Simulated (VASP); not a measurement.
Ag, 7 atoms in the cell. The cell holds a slab with vacuum, 7 atoms: a = 2.889 Å, b = 2.889 Å, c = 32.154 Å, α = 90.00°, β = 90.00°, γ = 120.00°. The cell was built by a generator and needn't be a form met in nature.

| Property | Result |
| --- | --- |
| Program | VASP 6.6.1 |
| Task | work function |
| Functional | PBE |
| Potentials or basis | VASP PAW PBE potentials, release 64 (Ag) |
| Cutoff | 520 eV |
| k mesh | 12 × 12 × 1 |
| Occupations | fermi-dirac, width 0.05 eV |
| Spin | no spin polarisation |
| Further INCAR settings | ALGO = Normal; EDIFF = 1e-06 |

Potentials or basis: VASP PAW PBE potentials, release 64 (Ag).

The run is started by

```sh
$ cat potpaw_PBE.64/Ag/POTCAR > POTCAR
$ mpirun -np 1 vasp_std > vasp.out
```

Hardware: 1 thread of Intel(R) Xeon(R) 6975P-C (Granite Rapids), with other jobs on the host.

Q: How long does it take, and how much memory?

A: It took 3.4 min on 1 thread of Intel(R) Xeon(R) 6975P-C (Granite Rapids), with other jobs on the host, peak memory 0.41 GiB. Counts: scf iterations 21, k points 19.
